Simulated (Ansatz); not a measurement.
# Molecular dynamics of WC

Input:

```yaml
accuracy: low
crystal:
  lattice:
    - [-2.950081, -5.10969, 0.0]
    - [4.425122, -2.554845, 0.0]
    - [0.0, 0.0, 5.791504]
  atoms:
    - { symbol: W, position: [0.75, 0.5, 0.0] }
    - { symbol: C, position: [0.5, 0.6666667, 0.25] }
    - { symbol: W, position: [0.75, 0.5, 0.5] }
    - { symbol: C, position: [0.5, 0.6666667, 0.75] }
    - { symbol: W, position: [0.5, 0.0, 0.0] }
    - { symbol: C, position: [0.25, 0.1666667, 0.25] }
    - { symbol: W, position: [0.5, 0.0, 0.5] }
    - { symbol: C, position: [0.25, 0.1666667, 0.75] }
    - { symbol: W, position: [0.25, 0.5, 0.0] }
    - { symbol: C, position: [0.0, 0.6666667, 0.25] }
    - { symbol: W, position: [0.25, 0.5, 0.5] }
    - { symbol: C, position: [0.0, 0.6666667, 0.75] }
    - { symbol: W, position: [0.0, 0.0, 0.0] }
    - { symbol: C, position: [0.75, 0.1666667, 0.25] }
    - { symbol: W, position: [0.0, 0.0, 0.5] }
    - { symbol: C, position: [0.75, 0.1666667, 0.75] }
basis:
  ecutwfc: 420.0
kpoints:
  mp_grid: { grid: [2, 3, 3] }
hamiltonian:
  xc: pbe
  dispersion: d3bj
  pseudopotentials: { kind: paw, azcp: { folder: soft_1 } }
scf:
  occupations: { method: fermi_dirac, width: 0.24 }
  lower_state_search: "off"
  max_iter: 51
md:
  timestep: 0.75
  n_steps: 200
  ensemble: nvt_nose_hoover
  temperature: 5600.0
  initial_velocities: maxwell_boltzmann
  seed: 473768
  nose_hoover: { tau: 3.0, chain_length: 1 }
```

Run as:

```bash
$ ansatz run input.yaml --threads 2 --pin off --max-ram 5120MiB --backend cpu --events-out ev --progress --plain --runs-dir out
```

It starts from a structure without forces on its atoms.

Output, in part (step lines):

```
md step     0: t =     0.00 fs  T =  5600.0 K  F+E_penalty+E_count = -85104.17205298 eV  E_kin = 10.857840 eV  conserved = -85093.31421307 eV  (9 SCF iters)
[... lines left out ...]
```

The steps, from the saved trajectory:

```csv
time (fs),T (K),potential energy less start (eV),conserved less start (meV/atom)
0,5600,0.000,0.00
4.5,5057,1.537,0.13
9,5234,5.378,0.59
13.5,6828,9.218,1.02
18,5626,9.905,0.69
22.5,4862,9.134,0.40
27,5976,9.321,0.36
31.5,5361,11.395,0.62
36,5292,13.670,0.79
40.5,6374,15.507,0.51
45,4688,18.655,0.82
49.5,5938,21.001,1.15
54,6803,21.465,0.88
58.5,4182,21.430,0.95
63,6426,19.863,0.61
67.5,5759,19.360,0.83
72,4532,18.986,0.89
76.5,6788,17.767,0.67
81,5023,17.991,0.71
85.5,4542,19.225,0.83
90,7268,20.966,1.03
94.5,5102,22.444,1.12
99,4856,22.476,0.97
103.5,6954,22.252,0.93
108,4838,22.549,1.04
112.5,5252,22.228,0.96
117,6668,21.958,0.95
121.5,4738,22.133,1.13
126,5802,21.278,0.95
130.5,6017,20.851,0.68
135,4682,21.381,0.98
139.5,6423,20.986,0.83
144,5396,21.552,0.98
148.5,4956,22.069,1.12
```

All steps were run. The conserved energy stayed within 1.2 meV per atom of its start (net change 1.1 meV per atom), so the integration is sound. A run of 0.15 ps of so small a system gives no equilibrium averages. Limits of this set-up: coarse k mesh, low accuracy level.

Mean squared displacements from the first frame to the last, about the centre of mass: W 0.65 Å², C 1.03 Å².

Last frame:

```xyz
16
Lattice="-2.9501 -5.1097 0.0000 4.4251 -2.5548 0.0000 0.0000 0.0000 5.7915" Properties=species:S:1:pos:R:3
W 0.005 -5.476 0.086
C 1.881 -5.040 1.590
W -0.770 -5.136 2.920
C 1.359 -4.691 4.353
W -1.683 -2.833 -0.290
C 0.928 -0.932 1.448
W -0.209 -1.892 2.579
C 0.886 -0.295 4.087
W 0.946 -2.879 0.162
C 2.418 -1.777 1.492
W 1.919 -2.991 3.041
C 2.566 -2.098 4.818
W -0.437 -0.286 0.223
C -1.573 -4.163 1.237
W 0.075 0.974 2.860
C -0.204 -3.606 4.151
```

Run time: 15 min on 2 threads of Arm Neoverse V2, with other jobs on the host, peak memory 0.69 GiB.
